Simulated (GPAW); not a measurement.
# MoSe2 (P6_3/mmc) in GPAW: further runs

One crystal, MoSe2, is run at these levels: PBE; tasks: single point.

All numbers are computed with GPAW 26.7.0; they aren't measurements. Logs are shortened: lines on timing, memory, paths and dates and some standing lists are left out, and cuts for length are marked. The log counts tension as positive stress, the text compression.

## 1. The crystal as given

It takes space group P6_3/mmc (No. 194, hexagonal). Conventional cell: a = 3.288 Å, b = 3.288 Å, c = 12.900 Å, α = 90.00°, β = 90.00°, γ = 120.00°. Around Mo (site symmetry -6m2) lie 6 Se at 2.49 Å. Around Se (site symmetry 3m) lie 3 Mo at 2.49 Å.

## 2. Single point, PBE

Input file run.py:

```python
from ase import Atoms
from ase.dft.bandgap import bandgap
from ase.io import write
from ase.units import GPa
from gpaw import GPAW, PW

atoms = Atoms(['Mo', 'Mo', 'Se', 'Se', 'Se', 'Se'],
              cell=[[3.288, 0.0, 0.0],
                    [-1.644, 2.8474915276, 0.0],
                    [0.0, 0.0, 12.9]],
              scaled_positions=[[0.6666666667, 0.3333333333, 0.75],
                                [0.3333333333, 0.6666666667, 0.25],
                                [0.6666666667, 0.3333333333, 0.375],
                                [0.3333333333, 0.6666666667, 0.875],
                                [0.6666666667, 0.3333333333, 0.125],
                                [0.3333333333, 0.6666666667, 0.625]],
              pbc=True)

calc = GPAW(mode=PW(450),
            xc='PBE',
            kpts={'size': (8, 8, 2), 'gamma': True},
            occupations={'name': 'fermi-dirac', 'width': 0.05},
            nbands=46,
            convergence={'density': 1e-05, 'energy': 1e-05},
            maxiter=80,
            txt='gpaw.txt')
atoms.calc = calc
energy = atoms.get_potential_energy()
forces = atoms.get_forces()
stress = atoms.get_stress()
calc.write('gs.gpw')
write('result.traj', atoms)
print(f'Energy: {energy:.6f} eV')
print('Forces (eV/A):')
print(forces.round(4))
print('Stress (GPa):', (stress / GPa).round(3))
print('Fermi level:', round(calc.get_fermi_level(), 4), 'eV')
print(f'Gap: {bandgap(calc)[0]:.4f} eV, direct: {bandgap(calc, direct=True)[0]:.4f} eV')
```

Potentials or basis: GPAW PAW data sets (gpaw-data 1.2.1), pw.

Launch:

```
$ OMP_NUM_THREADS=1 python run.py
```

gpaw.txt:

```text
__  _  _
 | _ |_)|_||  |
 |__||  | ||/\| - 26.7.0

Input parameters:
  mode=PW(ecut=450.00000000000006),
  convergence={'density': 1e-05, 'energy': 1e-05},
  kpts=MonkhorstPack(size=(8, 8, 2), gamma=True),
  maxiter=80,
  nbands=46,
  occupations=Occupations(name='fermi-dirac', width=0.05),
  xc=XC(name='PBE')

Diagonalizing LCAO Hamiltonian
Converting LCAO to pw mode

        Se

           Mo

        Se

           Se

        Mo

           Se

Atoms  # Å, Bohr magnetons
|   | symbol |         x |        y |         z |    initial magnetic moments |
|---|--------|-----------|----------|-----------|-----------------------------|
| 0 |     Mo |  1.644000 | 0.949164 |  9.675000 | ( 0.0000,  0.0000,  0.0000) |
| 1 |     Mo | -0.000000 | 1.898328 |  3.225000 | ( 0.0000,  0.0000,  0.0000) |
| 2 |     Se |  1.644000 | 0.949164 |  4.837500 | ( 0.0000,  0.0000,  0.0000) |
| 3 |     Se | -0.000000 | 1.898328 | 11.287500 | ( 0.0000,  0.0000,  0.0000) |
| 4 |     Se |  1.644000 | 0.949164 |  1.612500 | ( 0.0000,  0.0000,  0.0000) |
| 5 |     Se | -0.000000 | 1.898328 |  8.062500 | ( 0.0000,  0.0000,  0.0000) |

Unit cell  # Å
| periodic |         x |        y |         z |   lengths |     angles |
|----------|-----------|----------|-----------|-----------|------------|
|      yes |  3.288000 | 0.000000 |  0.000000 |  3.288000 |  90.000000 |
|      yes | -1.644000 | 2.847492 |  0.000000 |  3.288000 |  90.000000 |
|      yes |  0.000000 | 0.000000 | 12.900000 | 12.900000 | 120.000000 |

Number of symmetries: 12
Symmetry operations  # r_c * U_cc + t_c -> r_c
|    | kind |            matrix            |
|----|------|------------------------------|
|  0 |  σ   |  1, 1, 0,  0,-1, 0,  0, 0, 1 |
|  1 |  S6  |  1, 1, 0, -1, 0, 0,  0, 0,-1 |
|  2 |  E   |  1, 0, 0,  0, 1, 0,  0, 0, 1 |
|  3 |  C2  |  1, 0, 0, -1,-1, 0,  0, 0,-1 |
|  4 |  C2  |  0, 1, 0,  1, 0, 0,  0, 0,-1 |
|  5 |  C3  |  0, 1, 0, -1,-1, 0,  0, 0, 1 |
|  6 |  S6  |  0,-1, 0,  1, 1, 0,  0, 0,-1 |
|  7 |  σ   |  0,-1, 0, -1, 0, 0,  0, 0, 1 |
|  8 |  σ   | -1, 0, 0,  1, 1, 0,  0, 0, 1 |
|  9 |  i   | -1, 0, 0,  0,-1, 0,  0, 0,-1 |
| 10 |  C3  | -1,-1, 0,  1, 0, 0,  0, 0, 1 |
| 11 |  C2  | -1,-1, 0,  0, 1, 0,  0, 0,-1 |

BZ-sampling:
  Number of BZ points: 128
  Number of IBZ points: 20

  Monkhorst-Pack size: [8, 8, 2]
  Monkhorst-Pack shift: [0.0625, 0.0625, 0.25]

K-points  # in reciprocal-cell coordinates
|     |                                coordinates |     weight |
|-----|--------------------------------------------|------------|
|   0 | (  0.00000000,   0.00000000,   0.00000000) | 0.00781250 |
|   1 | (  0.00000000,   0.00000000,   0.50000000) | 0.00781250 |
|   2 | (  0.12500000,   0.00000000,   0.00000000) | 0.04687500 |
|   3 | (  0.12500000,   0.00000000,   0.50000000) | 0.04687500 |
|   4 | (  0.25000000,  -0.12500000,   0.00000000) | 0.04687500 |
|   5 | (  0.25000000,  -0.12500000,   0.50000000) | 0.04687500 |
|   6 | (  0.25000000,   0.00000000,   0.00000000) | 0.04687500 |
|   7 | (  0.25000000,   0.00000000,   0.50000000) | 0.04687500 |
|   8 | (  0.37500000,  -0.12500000,   0.00000000) | 0.09375000 |
|   9 | (  0.37500000,  -0.12500000,   0.50000000) | 0.09375000 |
| ... |                                            |            |
|  19 | (  0.50000000,   0.50000000,   0.50000000) | 0.02343750 |

Plane wave coefficients: 2633
Cutoff: 450.00000000000006 eV

Spin-components: 1 (collinear spins)
Bands:           46
Projectors:      32
Spin-degeneracy: 2
Datatype:        complex128

Density:
  Valence electrons: 52.0
  Components: 1
  Grid points: [18 18 64]
  Charge: 0.0  # |e|

Potential:
  Grid points: [18 18 64]

species:
  Mo:
    name:    Molybdenum
    Z:       42.0
    valence: 14
    core:    28
    charge:  0.0  # [|e|]
    compensation charges:
      type: gauss
      rc: 0.38  # [Å]
      lmax: 2
    cutoffs:
      filter: 2.16  # [Å]
      core: 1.42  # [Å]
    projectors
    | kind |    occ | energy [eV] | rcut [Å] |
    |------|--------|-------------|----------|
    |   4s |  2.000 |     -64.307 |    1.238 |
    |   5s |  1.000 |      -4.084 |    1.238 |
    |   4p |  6.000 |     -38.491 |    1.296 |
    |   5p |  0.000 |      -1.044 |    1.296 |
    |   4d |  5.000 |      -3.754 |    1.296 |
    |    d |        |      23.458 |    1.296 |

    Using partial waves for Mo as LCAO basis

  Se:
    name:    Selenium
    Z:       34.0
    valence: 6
    core:    28
    charge:  0.0  # [|e|]
    compensation charges:
      type: gauss
      rc: 0.27  # [Å]
      lmax: 2
    cutoffs:
      filter: 1.77  # [Å]
      core: 2.67  # [Å]
    projectors
    | kind |    occ | energy [eV] | rcut [Å] |
    |------|--------|-------------|----------|
    |   4s |  2.000 |     -17.277 |    0.847 |
    |   4p |  4.000 |      -6.512 |    1.005 |
    |    s |        |       9.935 |    0.847 |
    |    p |        |      20.699 |    1.005 |
    |    d |        |       0.000 |    0.847 |

    Using partial waves for Se as LCAO basis

Reference energy: -484682.273785  # eV

eigensolver:
  PPCG
  Converge bands: occupied
  niter=2

density mixing:
  MSR1-Mixer
  Pratt-step length: 0.05
  Maximum mixing coefficient: 0.75
  Old densities: 10
  SVD Regularization: 0.005
  Good broyden scale: 1.0
  Trust region scale: 1.0
  Backstep threshold: 4.0
  History deletion threshold: 6.0
  Fourier metric: weight=20.0, sigma=0.015

occupation numbers:
  Fermi-Dirac:
    width: 0.0500  # eV

poisson solver:
  ecut: 3600.0000000000005  # eV

xc functional:
  name: PBE with 2 nearest neighbor stencil

convergence criteria:
- Maximum integral of absolute [dens]ity change: 1e-05 electrons / valence electron
- Maximum [total energy] change in last 3 cyles: 1e-05 eV / valence electron
- Maximum integral of absolute [eigenst]ate change: 4e-08 eV^2 / valence electron
maximum number of iterations: 80

SCF iterations
|iter     | |      energy | eigst |  dens |
|---------|-|-------------|-------|-------|
|iter:   1| |  -42.318519 | +0.42 |       |
|iter:   2| |  -41.779358 | -1.45 | -1.04 |
|iter:   3| |  -40.495823 | -1.38 | -1.10 |
|iter:   4| |  -40.344938 | -2.00 | -1.44 |
|iter:   5| |  -40.353395 | -2.76 | -1.82 |
|iter:   6| |  -40.369308 | -3.02 | -2.02 |
|iter:   7| |  -40.333385 | -3.26 | -2.05 |
|iter:   8| |  -40.333415 | -5.14 | -3.13 |
|iter:   9| |  -40.333422c| -6.07 | -3.54 |
|iter:  10| |  -40.333422c| -7.41c| -4.38 |
|iter:  11| |  -40.333422c| -7.90c| -5.00 |
|iter:  12| |  -40.333422c| -8.28c| -5.55c|

Converged in 12 steps
Energy contributions relative to reference atoms: (reference = -484682.273785)

Energy contributions:
  Kinetic:          29.460430
  Coulomb:         -35.580206
  Zero:             -0.786652
  External:          0.000000
  Xc:              -33.426991
  Entropy:          -0.000006
  Spinorbit:         0.000000
  ----------------------------
  Free energy:     -40.333425
  Extrapolated:    -40.333422

dipole moment: (0.000025, 0.000043, 0.000193)  # |e|*Ang

Fermi level: 8.844
Eigenvalues  # (at kpt = [0.000, 0.000, 0.000])
| band index |      eig [eV] | occ [0-2] |
|------------|---------------|-----------|
|          0 |       -52.893 |     2.000 |
|        ... |               |           |
|         18 |         5.536 |     2.000 |
|         19 |         6.592 |     2.000 |
|         20 |         6.592 |     2.000 |
|         21 |         6.631 |     2.000 |
|         22 |         6.631 |     2.000 |
|         23 |         7.365 |     2.000 |
[... 8 lines left out ...]
|         32 |        11.307 |     0.000 |
|         33 |        11.307 |     0.000 |
|        ... |               |           |
|         45 |        20.960 |     0.000 |

Gap: 0.928 eV
Transition (v -> c):
  (s=0, k=0, n=25, [0.00, 0.00, 0.00]) -> (s=0, k=8, n=26, [0.38, -0.12, 0.00])
Direct/indirect transitions are different
Direct gap: 1.621 eV
Transition at: (s=0, k=12, n=25, [0.38, 0.38, 0.00])

Forces  # eV/Ang
|        x |        y |        z |
|----------|----------|----------|
| -0.00000 | -0.00000 | -0.00004 |  # Mo   0
|  0.00000 |  0.00000 |  0.00004 |  # Mo   1
|  0.00000 | -0.00000 |  1.09870 |  # Se   2
| -0.00000 |  0.00000 |  1.09870 |  # Se   3
|  0.00000 | -0.00000 | -1.09870 |  # Se   4
| -0.00000 |  0.00000 | -1.09870 |  # Se   5

Stress tensor  # eV/Ang^3
|         x |         y |         z |
|-----------|-----------|-----------|
| -0.037062 |  0.000000 |  0.000000 |
| -0.000000 | -0.037062 | -0.000000 |
|  0.000000 | -0.000000 | -0.070818 |

# Writing to gs.gpw (mode='')
```

stdout:

```text
Energy: -40.333422 eV
Forces (eV/A):
[[-0.     -0.     -0.    ]
 [ 0.      0.      0.    ]
 [ 0.     -0.      1.0987]
 [-0.      0.      1.0987]
 [ 0.     -0.     -1.0987]
 [-0.      0.     -1.0987]]
Stress (GPa): [ -5.938  -5.938 -11.346  -0.      0.      0.   ]
Fermi level: 8.8436 eV
Gap: 0.9275 eV, direct: 1.6213 eV
```

Wall time 62 s (1 thread of Arm Neoverse V1, shared host); peak memory 0.21 GiB.

What came out:

```yaml
Free_energy: -40.3334 eV
Pressure: 7.7 GPa
Largest_force: 1.099 eV/Å
Band_gap_on_the_k_mesh: 0.93 eV, indirect (least direct gap 1.62 eV)
```

Forces in eV/Å, atoms in the order of the input:
```
Mo   0.000  0.000  0.000
Mo   0.000  0.000  0.000
Se   0.000  0.000  1.099
Se   0.000  0.000  1.099
Se   0.000  0.000 -1.099
Se   0.000  0.000 -1.099
```

Stress tensor (GPa, compression positive):
```
 5.94  0.00  0.00
 0.00  5.94  0.00
 0.00  0.00 11.35
```

Levels at points of the mesh, in eV from the valence-band top:
| k point | band 24 | band 25 | band 26 | band 27 | band 28 | band 29 |
| --- | --- | --- | --- | --- | --- | --- |
| (0.00, 0.00, 0.00) | -1.08 | -0.88 | 0.00 | 2.40 | 2.40 | 2.45 |
| (0.00, 0.00, 0.50) | -1.84 | -0.20 | -0.20 | 2.42 | 2.42 | 2.42 |
| (0.50, 0.50, 0.00) | -1.32 | -1.21 | -1.21 | 1.34 | 1.39 | 1.70 |
| (0.50, 0.50, 0.50) | -1.31 | -1.26 | -1.26 | 1.36 | 1.36 | 1.85 |

Caveat: the cutoff is short for stress and forces, so pressures can be off by a GPa or more; the cell's inner coordinates are idealised or old, which leaves forces on the atoms; this functional lacks dispersion, which binds the layers, so the pressure and a relaxed spacing across them are unreliable.

## 3. Single point, PBE

Input file run.py:

```python
from ase.dft.bandgap import bandgap
from ase.io import read, write
from ase.units import GPa
from gpaw import GPAW, PW

atoms = read('MoSe2.cif')

calc = GPAW(mode=PW(600),
            xc='PBE',
            kpts={'size': (15, 15, 4), 'gamma': True},
            occupations={'name': 'fermi-dirac', 'width': 0.05},
            nbands=46,
            convergence={'density': 1e-05, 'energy': 1e-05},
            maxiter=75,
            txt='gpaw.txt')
atoms.calc = calc
energy = atoms.get_potential_energy()
forces = atoms.get_forces()
stress = atoms.get_stress()
calc.write('gs.gpw')
write('result.traj', atoms)
print(f'Energy: {energy:.6f} eV')
print('Forces (eV/A):')
print(forces.round(4))
print('Stress (GPa):', (stress / GPa).round(3))
print('Fermi level:', round(calc.get_fermi_level(), 4), 'eV')
print(f'Gap: {bandgap(calc)[0]:.4f} eV, direct: {bandgap(calc, direct=True)[0]:.4f} eV')
```

Input file MoSe2.cif:

```cif
data_MoSe2
_cell_length_a 3.28800000
_cell_length_b 3.28800000
_cell_length_c 12.90000000
_cell_angle_alpha 90.00000000
_cell_angle_beta 90.00000000
_cell_angle_gamma 120.00000000
_space_group_name_H-M_alt 'P1'
_space_group_name_Hall 'P 1'
_space_group_IT_number 1
loop_
_space_group_symop_operation_xyz
'x,y,z'
loop_
_atom_site_label
_atom_site_type_symbol
_atom_site_symmetry_multiplicity
_atom_site_Wyckoff_symbol
_atom_site_fract_x
_atom_site_fract_y
_atom_site_fract_z
_atom_site_occupancy
Mo1 Mo 1 a 0.6666666667 0.3333333333 0.7500000000 1
Mo2 Mo 1 a 0.3333333333 0.6666666667 0.2500000000 1
Se1 Se 1 a 0.6666666667 0.3333333333 0.3750000000 1
Se2 Se 1 a 0.3333333333 0.6666666667 0.8750000000 1
Se3 Se 1 a 0.6666666667 0.3333333333 0.1250000000 1
Se4 Se 1 a 0.3333333333 0.6666666667 0.6250000000 1
```

Potentials or basis: GPAW PAW data sets (gpaw-data 1.2.1), pw.

Launch:

```
$ OMP_NUM_THREADS=1 python run.py
```

Run time: 6.1 min. Hardware: 1 thread of Arm Neoverse V1, shared host; peak memory 0.58 GiB.

The run converged. Its results:

| Quantity | Value |
| --- | --- |
| Free energy | -40.3693 eV |
| Pressure | 8.0 GPa |
| Largest force | 1.099 eV/Å |
| Band gap on the k mesh | 0.87 eV, indirect (least direct gap 1.36 eV) |

Forces in eV/Å, atoms in the order of the input:
```
Mo   0.000  0.000  0.000
Mo   0.000  0.000  0.000
Se   0.000  0.000  1.099
Se   0.000  0.000  1.099
Se   0.000  0.000 -1.099
Se   0.000  0.000 -1.099
```

Stress tensor (GPa, compression positive):
```
 6.16  0.00  0.00
 0.00  6.16  0.00
 0.00  0.00 11.57
```

Levels at points of the mesh, in eV from the valence-band top:
```csv
k point,band 23,band 24,band 25,band 26,band 27,band 28,band 29,band 30
"(0.00, 0.00, 0.00)",-1.82,-1.08,-0.88,0.00,2.40,2.40,2.45,2.45
"(0.00, 0.00, 0.50)",-1.83,-1.83,-0.20,-0.20,2.42,2.42,2.42,2.42
```

Caveat: an odd mesh through Γ misses points on the zone boundary, where band edges often lie; the cell's inner coordinates are idealised or old, which leaves forces on the atoms; this functional lacks dispersion, which binds the layers, so the pressure and a relaxed spacing across them are unreliable.

## 4. Single point, PBE

run.py: that of step 3 with these lines changed.

```diff
@@ -5,7 +5,7 @@
 
-atoms = read('MoSe2.cif')
+atoms = read('MoSe2.xyz')
 
-calc = GPAW(mode=PW(600),
+calc = GPAW(mode=PW(250),
             xc='PBE',
-            kpts={'size': (15, 15, 4), 'gamma': True},
+            kpts={'size': (6, 6, 2), 'gamma': True},
             occupations={'name': 'fermi-dirac', 'width': 0.05},
@@ -13,3 +13,3 @@
             convergence={'density': 1e-05, 'energy': 1e-05},
-            maxiter=75,
+            maxiter=50,
             txt='gpaw.txt')
```

Input file MoSe2.xyz:

```xyz
6
Lattice="3.2880000000 0.0000000000 0.0000000000 -1.6440000000 2.8474915276 0.0000000000 0.0000000000 0.0000000000 12.9000000000" Properties=species:S:1:pos:R:3 pbc="T T T"
Mo     1.6440000002      0.9491638424      9.6750000000
Mo    -0.0000000002      1.8983276852      3.2250000000
Se     1.6440000002      0.9491638424      4.8375000000
Se    -0.0000000002      1.8983276852     11.2875000000
Se     1.6440000002      0.9491638424      1.6125000000
Se    -0.0000000002      1.8983276852      8.0625000000
```

Launch:

```
$ OMP_NUM_THREADS=1 python run.py
```

It took 17 s on 1 thread of Arm Neoverse V1, shared host; peak memory 0.15 GiB.

These settings aren't checked as converged: the numbers below hold their error.

What came out:

| Item | Value |
| --- | --- |
| Free energy | -39.1794 eV |
| Pressure | 4.2 GPa |
| Largest force | 1.151 eV/Å |
| Band gap on the k mesh | 0.88 eV, indirect (least direct gap 1.37 eV) |

Caveat: the k mesh is coarse; the cutoff is short for stress and forces, so pressures can be off by a GPa or more; the cell's inner coordinates are idealised or old, which leaves forces on the atoms; this functional lacks dispersion, which binds the layers, so the pressure and a relaxed spacing across them are unreliable.
